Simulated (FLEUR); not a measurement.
Entries from a set of simulations; values are calculated unless marked as measured.

```xyz
4
Lattice="2.773 0.000 0.000 0.000 5.546 0.000 0.000 0.000 15.894" Properties=species:S:1:pos:R:3 subject="Collinear magnetic orders of 1 ML V on Pt(001), 1 substrate layers with FLEUR" method="LDA (VWN); all-electron FLAPW film, Dirac cores, scalar-relativistic bands (and 1 further level or step)" program="FLEUR MaX-R8.1" settings_of_one_run="kmax 3.6 1/bohr, gmax 10.8 1/bohr, muffin tin radii Pt: 2.45, V: 2.45 bohr, lmax Pt: [10, 8], V: [10, 8], hist occupations, smearing width 0.05 eV, mixer Anderson, mixing 0.03, max iterations 120, stop 2.00e-5 me/bohr³, film mode on, collinear spin, 10×5×1 k-mesh, mesh matched on, starting moments 0.6 -0.6 1.5 -1.5 μB" cost="6 runs, 17 min in all on 4 MPI ranks of Intel Xeon 6975P-C (Granite Rapids), shared host (the runs of this entry)" notes="Only 5 starts were tried; other patterns of signs, canted and longer-period orders were not. With one substrate layer the cell is a free-standing, unrelaxed film and no surface." lowest_state_found="antiferromagnetic (initial antiferro q=(0,1/2,0) +-+-)" largest_site_spin_moment="1.38 μB" next_finished_state="ferromagnetic, 11.6 meV a seeded atom higher" energy_gained_by_spin_polarisation="12.5 meV a seeded atom" orbital_moment_on_the_atom_of_largest_spin_along_its_spin_spin_orbit_run="-0.0150 μB"
Pt    0.000    0.000    7.000
Pt    0.000    2.773    7.000
V     1.387    1.387    8.894
V     1.387    4.160    8.894
```

[Logs and program files are shortened in this print: banners, set-up blocks, solver, clock and traceback lines can be left out without a mark of their own.]

[Logs are printed without paths, hosts, clocks, repeated set-up lines and the standing remarks that a program may print on its own settings, such as how far it seeks lower states.]

[Hosts, paths, dates, database ids (printed as entryN), source tags and the programs' standing remarks are cut or masked in the printed files.]

[Where a cell is said to come from a database of computed structures, the database is the Materials Project.]
